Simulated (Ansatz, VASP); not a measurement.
## One calculation of Ni, two programs

```
CELL_PARAMETERS angstrom
-1.20014 1.20014 1.20014
1.20014 -1.20014 1.20014
1.20014 1.20014 -1.20014
ATOMIC_POSITIONS crystal
Ni 0.00000 0.00000 0.00000
```

Alike in both runs: functional LDA; k mesh 22 × 22 × 22; occupations fermi-dirac, width 0.1 eV; collinear spin.

Ansatz relaxed the structure, and its values are those at the end. VASP's run is a single point on that final structure, the one shown.

```csv
,VASP,Ansatz
version,VASP 6.6.1,Ansatz 0.2.0
potentials or method,"VASP PAW LDA potentials, release 64 (Ni)","PAW with Ansatz's default frozen-core files, scalar-relativistic"
plane-wave cutoff (eV),520,420
valence electrons in the cell,10,18
```

|  | VASP | Ansatz | Ansatz less VASP |
| --- | --- | --- | --- |
| net moment per atom (μB) | 0.00 | 0.00 | -0.001 |

The two sets of potentials don't hold the same shells in valence. Ansatz warned: «seeded_moment_not_kept».
